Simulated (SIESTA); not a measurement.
The system is HfB2.

```
CELL_PARAMETERS angstrom
3.14000 0.00000 0.00000
-1.57000 2.71932 0.00000
0.00000 0.00000 3.48000
ATOMIC_POSITIONS crystal
Hf 0.00000 0.00000 0.00000
B 0.66667 0.33333 0.50000
B 0.33333 0.66667 0.50000
```

Base run:

| Item | Value |
| --- | --- |
| Program | SIESTA 5.4.2 |
| Functional | VV10 |
| Potentials or basis | PseudoDojo 0.4 standard (PBE files) |
| Basis | DZP (energy shift 0.003 Ry; two zetas on semicore shells) |
| Grid cutoff | 800 Ry |
| Energy shift | 0.003 Ry |
| k mesh | 10 × 10 × 8 |
| Occupations | fermi-dirac, width 0.05 eV |
| Spin | no spin polarisation |

Its results: band gap on the k mesh none (metal or under the smearing width); pressure 4.1 GPa.

**Question.** The run is repeated on the same cell with these changes: functional from VV10 to optB88-vdW. What comes out?

**Answer.** Band gap on the k mesh none (metal or under the smearing width); pressure 3.2 GPa.

Caveats: short orbitals over semicore shells can move pressures by several GPa; the potentials were made for another functional, which shifts forces and pressure; the basis of atomic orbitals isn't converged, which shifts pressures, moduli and gaps; the non-local part is tabulated coarsely and may be off by about a percent (some runs).

Not every run made on this cell is shown here.
